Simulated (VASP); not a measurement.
Set up this calculation in VASP 6.6.1, as the native input.

```yaml
Task: relaxation of cell and atoms
Functional: PBEsol
Potentials_or_basis: VASP PAW PBE potentials, release 64 (In_d, As)
Cutoff: 600 eV
k_mesh: 10 × 10 × 10
Occupations: gaussian, width 0.03 eV
Spin: no spin polarisation
Further_INCAR_settings: ALGO = Normal; EDIFF = 1e-07; IBRION = 2; EDIFFG = -0.005; NSW = 90; ISIF = 3
```

The structure of InAs lies in POSCAR:

```
InAs                                    
1.0
   -0.0000000000      3.0454540631      3.0454540631
    3.0454540631     -0.0000000000      3.0454540631
    3.0454540631      3.0454540631     -0.0000000000
  In              As            
     1     1
Direct
     0.0000000000000000    0.0000000000000000    0.0000000000000000
     0.2500000000000000    0.2500000000000000    0.2500000000000000
```

The input as run:

INCAR

```
ALGO     = Normal         # electronic algorithm
EDIFF    = 1E-7           # SCF threshold, eV
EDIFFG   = -0.005         # ionic threshold
ENCUT    = 600            # plane-wave cutoff, eV
GGA      = PS             # functional
IBRION   = 2              # ionic algorithm
ISIF     = 3              # what is computed and relaxed
ISMEAR   = 0              # smearing method
KPAR     = 4            
LASPH    = T              # aspherical terms in the spheres
LCHARG   = F              # write CHGCAR
LREAL    = F              # projectors in reciprocal space
LWAVE    = F              # write WAVECAR
NELM     = 80             # most SCF steps
NSW      = 90             # ionic steps
PREC     = Accurate       # precision mode
SIGMA    = 0.03           # smearing width, eV
```

KPOINTS

```
k-points
0
Gamma
  10 10 10
```

Potentials or basis: VASP PAW PBE potentials, release 64 (In_d, As).

Launch:

```console
$ cat potpaw_PBE.64/In_d/POTCAR potpaw_PBE.64/As/POTCAR > POTCAR
$ mpirun -np 4 vasp_std > vasp.out
```

It gave:

```
Pressure after relaxing : 0.0 GPa
Band gap on the k mesh  : none (metal or under the smearing width)
```

Caveat: the relaxation stopped at its first step, so nothing moved; the PAW data sets were made with another functional, which shifts forces and pressure a little; this crystal is a semiconductor, whose small gap the functional closes, so the metal is an error of the method.

Run time: 11 s on 4 MPI ranks on Intel(R) Xeon(R) 6975P-C (Granite Rapids) (shared host), peak memory 0.22 GiB a rank.
